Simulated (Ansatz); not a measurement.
**Tm: relaxation of cell and atoms with PBE+D4**

Tm:

```
Tm
1.0
    -1.97055    1.97055    1.97055
     1.97055   -1.97055    1.97055
     1.97055    1.97055   -1.97055
Tm
1
Direct
  0.00000 0.00000 0.00000
```

This isn't the form of Tm at room conditions, which is hcp.

| Quantity | Value |
| --- | --- |
| Program | Ansatz 0.2.0 |
| Task | relaxation of cell and atoms |
| Functional | PBE |
| Dispersion | D4 |
| Potentials or basis | Ansatz PAW |
| Cutoff | 420 eV (not typed: the program's choice for these potentials) |
| k mesh | 7 × 7 × 7 |
| Occupations | fermi-dirac, width 0.05 eV |
| Spin | collinear spin, ferromagnetic start |
| Starting moments | [2.0] μB |

```yaml
Relaxed_volume: 32.93 Å³/atom
Relaxed_cell: a = 3.497 Å, b = 3.497 Å, c = 3.497 Å, α = 109.47°, β = 109.47°, γ = 109.47°
Space_group_after_relaxing_to_0.05_Å: Im-3m (No. 229)
Energy_gained_by_relaxing: 12.6 meV/atom
Ionic_steps: 5
Pressure_after_relaxing: 0.0 GPa
Band_gap_on_the_k_mesh: none (metal or under the smearing width)
Net_moment: 1.11 μB per cell
Absolute_moment: 1.39 μB per cell
Site_moments: Tm +1.20 μB
```

The path:
```tsv
step	energy change (eV)	largest force (eV/Å)	volume (Å³)
1	0.0000	0.0000	30.61
2	-0.0098	0.0000	31.89
3	-0.0119	0.0000	32.82
4	-0.0119	0.0000	32.93
5	-0.0126	0.0000	32.93
```

Final structure:
```
Tm
1.0
    -2.01923    2.01923    2.01923
     2.01923   -2.01923    2.01923
     2.01923    2.01923   -2.01923
Tm
1
Direct
  0.00000 0.00000 0.00000
```

Levels at points of the mesh, in eV from the Fermi level:
Spin up:
| k point | band 10 | band 11 | band 12 | band 13 | band 14 | band 15 |
| --- | --- | --- | --- | --- | --- | --- |
| (0.00, 0.00, 0.00) | -1.01 | -1.01 | -1.01 | 2.80 | 2.80 | 2.80 |
Spin down:
```
           k point  band 8  band 9  band 10  band 11  band 12  band 13  band 14  band 15
(0.00, 0.00, 0.00)   -0.33   -0.33    -0.12    -0.12    -0.12     2.85     2.85     2.85
```

It took 5.7 s on 2 threads of Arm Neoverse V2, with other jobs on the host, peak memory 0.29 GiB.

Caveat: the magnetic or orbital state may not be the lowest; the plane-wave basis is chosen anew once the cell has moved, so the energies of steps on either side of that aren't comparable; spin-orbit coupling is left out, which moves the levels of the heavy elements; pairwise dispersion overbinds metals, which lowers pressure and volume. The state reached can hang on the start; a lower one may exist.
